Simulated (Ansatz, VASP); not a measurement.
# Ba: VASP beside Ansatz

```
Ba
1.0
     3.96668    0.00000    0.00000
    -1.98334    3.43525    0.00000
     0.00000    0.00000    3.91341
Ba
1
Cartesian
  0.0000 0.0000 0.0000
```

Change from the starting cell: strain -0.080 along x and y, +0.000 along z, atoms carried along.

Alike in both runs: task single point; functional LDA; k mesh 15 × 15 × 12; occupations gaussian, width 0.15 eV; no spin polarisation.

|  | VASP | Ansatz |
| --- | --- | --- |
| version | VASP 6.6.1 | Ansatz 0.2.0 |
| potentials or method | VASP PAW LDA potentials, release 64 (Ba_sv) | scalar-relativistic, plane waves, PAW |
| plane-wave cutoff (eV) | 520 | 420 |
| valence electrons in the cell | 10 | 10 |

VASP gave:

- gap on the k mesh at the Fermi level (eV): none
- pressure (GPa): 0.0
- largest component of the traceless stress (GPa): 1.36

Q: What did Ansatz give for the same quantities?

A: gap on the k mesh at the Fermi level (eV): none; pressure (GPa): -0.1; largest component of the traceless stress (GPa): 1.39.

A gap of «none» marks a metal or a gap that the smearing closes.

The runs have no spin-orbit coupling, so splittings on Ba are missing.
